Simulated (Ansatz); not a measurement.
Runs of Ansatz 0.2.0 on ZrB2. Symmetry: P6/mmm, No. 191, hexagonal system. The conventional cell has a = 3.170 Å, b = 3.170 Å, c = 3.533 Å, α = 90.00°, β = 90.00°, γ = 120.00°. Around Zr (site symmetry 6/mmm) lie 12 B at 2.54 Å. B (site symmetry -6m2) is surrounded by 3 B at 1.83 Å. 

```csv
task,level,spin,U,cell,hubbard projectors,double counting,points for each segment of the path,gap on the mesh (eV),pressure (GPa),relaxed volume (Å³/atom)
relaxation of cell and atoms,r2SCAN+U,off,Zr d U = 3 eV,relaxed,ortho-atomic (the default),fll (the default),-,none,0.0,(a)
relaxation of cell and atoms,r2SCAN,off,-,relaxed,-,-,-,none,0.0,10.29
relaxation of cell and atoms,r2SCAN+U,off,Zr d U = 1 eV,relaxed,ortho-atomic (the default),fll (the default),-,none,0.0,10.33
band structure,r2SCAN,off,-,as given,-,-,14,none,0.8,-
relaxation of cell and atoms,r2SCAN+U,off,Zr d U = 8 eV,relaxed,ortho-atomic (the default),fll (the default),-,none,0.0,10.68
relaxation of cell and atoms,r2SCAN+U,off,Zr d U = 2 eV,relaxed,ortho-atomic (the default),fll (the default),-,none,0.0,(b)
band structure,r2SCAN,"SOC, no magnetisation",-,as given,-,-,14,none,0.8,-
relaxation of cell and atoms,r2SCAN+U,off,Zr d U = 5 eV,relaxed,ortho-atomic (the default),fll (the default),-,none,0.0,10.50
```

Alike in all rows: potentials or basis Ansatz PAW; k mesh 10 × 10 × 8; cutoff (eV) 500; smearing fermi-dirac 0.05 eV.

Question: Fill in the values left out.

Answer: (a) 10.41; (b) 10.37.

Caveats: the PAW data sets come from PBE, with cores solved anew for the run's functional, which leaves a small shift of forces and pressure; the plane-wave basis is chosen anew once the cell has moved, so the energies of steps on either side of that aren't comparable (some runs); U without spin polarisation on a metal has little footing (some runs); the U is typed as a test and isn't derived for this compound (some runs).

A k mesh can miss the band edges, and rows without SOC leave out spin-orbit coupling on Zr.

A gap of «none» marks a metal or a gap under the smearing width.
